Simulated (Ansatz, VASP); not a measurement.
Al in VASP and in Ansatz

File POSCAR:

```
Al
1.0
    2.7217600000      0.0000000000      0.0000000000
    0.0000000000      2.7217600000      0.0000000000
    0.0000000000      0.0000000000      2.7217600000
Al
1
Direct
    0.0000000000      0.0000000000      0.0000000000
```

File INCAR.step1:

```
  ALGO = Normal
  EDIFF = 1E-5
  ENCUT = 520
  GGA = PE
  ISIF = 2
  ISMEAR = -1
  LASPH = True
  LCHARG = False
  LREAL = False
  LWAVE = True
  NBANDS = 8
  NELM = 80
  PREC = Accurate
  SIGMA = 0.05
```

Contents of INCAR.step2:

```
  AEXX = 0.1
  ALGO = Normal
  EDIFF = 1E-7
  ENCUT = 520
  ISIF = 2
  ISMEAR = -1
  ISTART = 1
  LASPH = True
  LCHARG = False
  LHFCALC = True
  LMIXTAU = True
  LREAL = False
  LWAVE = False
  METAGGA = R2SCAN
  NBANDS = 8
  NELM = 80
  PREC = Accurate
  PRECFOCK = Normal
  SIGMA = 0.05
```

Contents of KPOINTS:

```
k-points
0
Gamma
  5 5 5
```

Contents of input:

```
crystal:
  lattice:
    - [2.72176, 0.0, 0.0]
    - [0.0, 2.72176, 0.0]
    - [0.0, 0.0, 2.72176]
  atoms:
    - { symbol: Al, position: [0.0, 0.0, 0.0] }
hamiltonian:
  xc: r2scanh
  pseudopotentials: { kind: paw }
kpoints:
  mp_grid: { grid: [5, 5, 5] }
scf:
  occupations: { method: fermi_dirac, width: 0.05 }
output:
  forces: true
  stress: true
  eigenvalues: true
  write_density: true
  write_potential: true
  elf: true
  volumetric_format: npy
```

The cell was built by a generator and needn't be a form met in nature.

Alike in both runs: task single point; functional r2SCANh; k mesh 5 × 5 × 5; occupations fermi-dirac, width 0.05 eV; no spin polarisation.

|  | VASP | Ansatz |
| --- | --- | --- |
| version | VASP 6.6.1 | Ansatz 0.2.0 |
| potentials or method | VASP PAW PBE potentials, release 64 (Al) | Ansatz PAW |
| plane-wave cutoff (eV) | 520 | 500 |
| valence electrons in the cell | 3 | 3 |

VASP gave:

* gap on the k mesh at the Fermi level (eV): none
* pressure (GPa): -1.5

Task: Which values does Ansatz return?

Result: gap on the k mesh at the Fermi level (eV): none; pressure (GPa): -1.3.

A gap of «none» marks a metal or a gap that the smearing closes.

Caveats: the k mesh is coarse (spacing up to 0.46 Å⁻¹), so the values aren't converged, least of all with exact exchange; the PAW data sets were made with another functional, which shifts forces and pressure a little (VASP); the PAW data sets come from PBE, with cores solved anew for the run's functional, which leaves a small shift of forces and pressure (Ansatz); the thresholds are loose for stress (Ansatz).
